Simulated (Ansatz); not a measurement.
**ZnO (P6_3mc) under several functionals**

**What was measured.**

From “Local structures of polar wurtzites Zn1-xMgxO studied by Raman and 67Zn/25Mg NMR spectroscopies and by total neutron scattering”, 2008, arxiv:0808.0492, for a powder of ZnO at 298 K: lattice constant a 3.24945 ± 0.00001 Å; lattice constant c 5.20574 ± 0.00003 Å.

Plane-wave DFT in Ansatz with scalar-relativistic PAW potentials. The same structure was relaxed (cell and atoms, symmetry kept) in separate runs at each level. No spin polarisation.

```csv
level,cutoff (eV),k mesh,V (Å³/atom),a (Å),c (Å),gap (eV)
PBEsol,420,12×12×6,11.778,3.230,5.214,0.70
r2SCAN,500,12×12×6,11.809,3.235,5.211,1.24
PBE+D3(BJ),420,12×12×6,12.056,3.255,5.256,0.78
PBE,420,12×12×6,12.325,3.279,5.293,0.74
```

Problem. Where does LDA (420 eV, k mesh 12×12×6) fall?

Solution. V (Å³/atom) 11.331, a (Å) 3.187, c (Å) 5.152, gap (eV) 0.80. Its volume is the smallest of the set. The usual order of volumes, LDA < PBEsol < PBE, holds here (11.331, 11.778, 12.325 Å³/atom). As a rule LDA overbinds; PBEsol, built on the gradient expansion of slowly varying densities, lies between LDA and PBE; PBE's stronger gradient term for exchange weakens bonds. Adding D3 to PBE changes the volume by -2.2 %; the term is attractive, so it pulls cells in. In ionic crystals its C6 for cations, set by coordination number and not by charge, is often too large, so it can pull in too far. r2SCAN lies 4.2 % under PBE in volume. Each gap belongs to its own cell, so it mixes the functional's effect with that of the volume; gaps are the least found on the k mesh or on a band path.

For PBE: Against the measured lattice constant a of ZnO, 3.24945 Å (298 K; powder; “Local structures of polar wurtzites Zn1-xMgxO studied by Raman and 67Zn/25Mg NMR spectroscopies and by total neutron scattering”, 2008, arxiv:0808.0492), the calculated 3.279 Å is off by +0.9 %. 2 values of this kind are on record in papers (3.24945 to 3.2513 Å); this one was drawn at random among those near their median, those with a stated uncertainty first. A measured lattice constant c of ZnO is 5.20574 Å (298 K; powder; “Local structures of polar wurtzites Zn1-xMgxO studied by Raman and 67Zn/25Mg NMR spectroscopies and by total neutron scattering”, 2008, arxiv:0808.0492); the calculated 5.293 Å misses it by +1.7 %. 2 values of this kind are on record in papers (5.20574 to 5.2101 Å); this one was drawn at random among those near their median, those with a stated uncertainty first. The calculations are for 0 K without zero-point motion.